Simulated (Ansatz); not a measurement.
Crystal: Cr.

```
Cr
1.0
     2.71400    0.00000    0.00000
    -1.35700    2.35039    0.00000
     0.00000    0.00000    4.41000
Cr
2
Direct
  0.66667 0.33333 0.75000
  0.33333 0.66667 0.25000
```

This isn't the form of Cr at room conditions, which is bcc.

Base run:

```yaml
Program: Ansatz 0.2.0
Functional: PBEsol
Potentials_or_basis: Ansatz PAW
Cutoff: "420 eV (not typed: the program's choice for these potentials)"
k_mesh: 9 × 9 × 5
Occupations: fermi-dirac, width 0.05 eV
Spin: collinear spin, ferromagnetic start
Starting_moments: "[3.0, 3.0] μB"
Fixed_moment: 6 μB
```

Its results: pressure 0.8 GPa; site moments Cr +2.70 μB.

Task: The run is repeated on the same cell with these changes: fixed moment from 6 μB to 3 μB; moments at the start from [3.0, 3.0] to [1.5, 1.5]. What comes out?

Result: Pressure -26.7 GPa; site moments Cr +1.37 μB.

Caveats: the total moment is fixed, so each spin has its own Fermi level; the PAW data sets come from PBE, with cores solved anew for the run's functional, which leaves a small shift of forces and pressure; the thresholds are loose for stress.
